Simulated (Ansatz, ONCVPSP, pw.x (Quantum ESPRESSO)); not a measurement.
## What a changed setting does to a pw.x run (fcc Mo)

Potential: optimised norm-conserving Vanderbilt (ONCV), ONCVPSP 4.0.1.1 (patched build), PBEsol; core [Ar] 3d10, reference 4s2 4p6 4d5 5s1; waves: 4s+5s: rc 1.65 bohr, ncon 4, nbas 9, qcut 13.1 1/bohr, 3 projectors, debl 0.5 Ha; 4p: rc 2.00 bohr, ncon 3, nbas 6, qcut 5.6 1/bohr, 2 projectors, debl 1.5 Ha; 4d: rc 1.90 bohr, ncon 5, nbas 9, qcut 9.2 1/bohr, 2 projectors, debl 1.4 Ha; local part: polynomial inside 1.50 bohr (lpopt 5, dvloc0 0 Ha); core correction: Teter function, fcfact 4.25, rcfact 1.2.

The reference run (k-mesh 14³, cutoffs 140/560 Ry, Fermi–Dirac 0.01 Ry, mixing_beta 0.4, conv_thr 1e-9, no spin) gives 0.36 GPa at 15.547 Å³/atom, where all-electron LAPW gives 0.18 GPa. This run, with its own iteration cap, changes smearing to mp.

```
&control
  calculation='scf', prefix='x', pseudo_dir='./', outdir='./tmp', tstress=.true., disk_io='none'
/
&system
  ibrav=0, nat=1, ntyp=1, ecutwfc=140, ecutrho=560, nbnd=15,
  occupations='smearing', smearing='mp', degauss=0.01
/
&electrons
  conv_thr=1e-09, mixing_beta=0.4, electron_maxstep=50
/
ATOMIC_SPECIES
Mo 1.0 Mo.UPF
CELL_PARAMETERS angstrom
  0.00000000 1.98094401 1.98094401
  1.98094401 0.00000000 1.98094401
  1.98094401 1.98094401 0.00000000
ATOMIC_POSITIONS crystal
Mo 0.0000 0.0000 0.0000
K_POINTS automatic
14 14 14 0 0 0
```

```bash
pw.x < Mo.scf.in > Mo.scf.out
```

Problem. How does the run end?

Solution. It converges in 8 iterations; the free energy moves by +36.2 meV/atom and the pressure by -0.64 GPa. This scheme is built to cancel the term in the square of the width that Fermi–Dirac smearing leaves in the F of a metal.

```
Message from routine setup:
     using ibrav=0 with symmetry is DISCOURAGED, use correct ibrav instead
     lattice parameter (alat)  =       5.2940  a.u.
     unit-cell volume          =     104.9164 (a.u.)^3
     number of electrons       =        14.00
     number of Kohn-Sham states=           15
     kinetic-energy cutoff     =     140.0000  Ry
     charge density cutoff     =     560.0000  Ry
     scf convergence threshold =      1.0E-09
     Exchange-correlation= PBESOL
     number of k points=   104  Methfessel-Paxton smearing, width (Ry)=  0.0100
     iteration #  1     ecut=   140.00 Ry     beta= 0.40
     total energy              =    -141.81436805 Ry
     estimated scf accuracy    <       0.11660702 Ry
     iteration #  2     ecut=   140.00 Ry     beta= 0.40
     total energy              =    -141.82169713 Ry
     estimated scf accuracy    <       0.01023171 Ry
     iteration #  3     ecut=   140.00 Ry     beta= 0.40
     total energy              =    -141.82284614 Ry
     estimated scf accuracy    <       0.00083172 Ry
     [... 2 iterations left out ...]
     iteration #  6     ecut=   140.00 Ry     beta= 0.40
     total energy              =    -141.82293685 Ry
     estimated scf accuracy    <       0.00000023 Ry
     iteration #  7     ecut=   140.00 Ry     beta= 0.40
     total energy              =    -141.82293688 Ry
     estimated scf accuracy    <       0.00000003 Ry
     iteration #  8     ecut=   140.00 Ry     beta= 0.40
     the Fermi energy is    20.8357 ev
!    total energy              =    -141.82293689 Ry
     estimated scf accuracy    <          2.1E-10 Ry
     smearing contrib. (-TS)   =       0.00001605 Ry
     The total energy is F=E-TS. E is the sum of the following terms:
     one-electron contribution =     -18.83045844 Ry
     hartree contribution      =      18.28565390 Ry
     xc contribution           =     -21.25050389 Ry
     ewald contribution        =    -120.02764451 Ry
     convergence has been achieved in   8 iterations
          total   stress  (Ry/bohr**3)                   (kbar)     P=       -2.78
     Message from routine punch:
     Nothing written, as per user request (disk_io='none')
```

The run took about 43 s on one core of a shared host (Neoverse-V2, 96 threads, 742 GiB, load 9).
